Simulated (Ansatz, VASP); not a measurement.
BP: VASP beside Ansatz

The input INCAR:

```
SYSTEM = BP
ALGO = Normal
EDIFF = 1E-6
ENCUT = 520
GGA = PE
ISIF = 2
ISMEAR = 0
LASPH = .TRUE.
LCHARG = .FALSE.
LREAL = .FALSE.
LWAVE = .FALSE.
NBANDS = 11
NELM = 60
PREC = Accurate
SIGMA = 0.05
```

The input KPOINTS:

```
k-points
0
G
  10 10 10
  0 0 0
```

Contents of POSCAR:

```
BP
1.0
    0.0000000000      2.2059273063      2.2741518622
    2.2741518622      0.0000000000      2.2741518622
    2.2741518622      2.2059273063      0.0000000000
B P
1 1
Direct
    0.0000000000      0.0000000000      0.0000000000
    0.7500000000      0.7500000000      0.7500000000
```

Input for Ansatz:

```yaml
crystal:
  lattice:
    - [0.0, 2.2059273063, 2.2741518622]
    - [2.2741518622, 0.0, 2.2741518622]
    - [2.2741518622, 2.2059273063, 0.0]
  atoms:
    - { symbol: B, position: [0.0, 0.0, 0.0] }
    - { symbol: P, position: [0.75, 0.75, 0.75] }
basis:
  ecutwfc: 420
kpoints:
  mp_grid: { grid: [10, 10, 10] }
hamiltonian:
  xc: pbe
scf:
  occupations: { method: gaussian, width: 0.05 }
output:
  forces: true
  stress: true
  eigenvalues: true
  write_density: true
  write_potential: true
  elf: true
  volumetric_format: npy
```

Change from the starting cell: strain -0.0300 x Voigt [0, 1, 0, 0, 0, 0], atoms carried along.

Alike in both runs: task single point; functional PBE; k mesh 10 × 10 × 10; occupations gaussian, width 0.05 eV; no spin polarisation.

|  | VASP | Ansatz |
| --- | --- | --- |
| version | VASP 6.6.1 | Ansatz 0.2.0 |
| potentials or method | VASP PAW PBE potentials, release 64 (B, P) | scalar-relativistic, plane waves, PAW |
| plane-wave cutoff (eV) | 520 | 420 |
| valence electrons in the cell | 8 | 8 |

```tsv
	VASP	Ansatz	Ansatz less VASP
gap on the k mesh at the Fermi level (eV)	0.75	0.75	+0.005
least direct gap on the mesh (eV)	3.13	3.14	+0.004
pressure (GPa)	5.0	5.2	+0.26
largest component of the traceless stress (GPa)	5.31	5.30	-0.009
```

The functional is the same, so the differences come from potentials, cutoffs and numerics.

A k mesh can miss the band edges.
